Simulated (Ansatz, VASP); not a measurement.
ZnS in VASP and in Ansatz

```xyz
4
Lattice="3.7822 0.0000 0.0000 -1.8911 3.2755 0.0000 0.0000 0.0000 6.2081" Properties=species:S:1:pos:R:3 pbc="T T T"
Zn    0.0000    2.1837    0.0027
Zn    1.8911    1.0918    3.1067
S     0.0000    2.1837    2.3254
S     1.8911    1.0918    5.4295
```

Alike in both runs: task single point; functional PBEsol; k mesh 12 × 12 × 6; no spin polarisation.

|  | VASP | Ansatz |
| --- | --- | --- |
| version | VASP 6.6.1 | Ansatz 0.2.0 |
| potentials or method | VASP PAW PBE potentials, release 64 (Zn, S) | scalar-relativistic, plane waves, PAW |
| plane-wave cutoff (eV) | 520 | 420 |
| occupations | gaussian, width 0.01 eV | fixed |
| valence electrons in the cell | 36 | 36 |

```tsv
	VASP	Ansatz	Ansatz less VASP
gap on the k mesh at the Fermi level (eV)	2.16	2.15	-0.011
least direct gap on the mesh (eV)	2.16	2.15	-0.011
pressure (GPa)	0.2	0.0	-0.23
```

Ansatz warned: «pseudo_functional_mismatch».

Caveats: the PAW data sets were made with another functional, which shifts forces and pressure a little (VASP). A hybrid or GW would open this gap; PBEsol tends to underestimate it. A k mesh can miss the band edges.
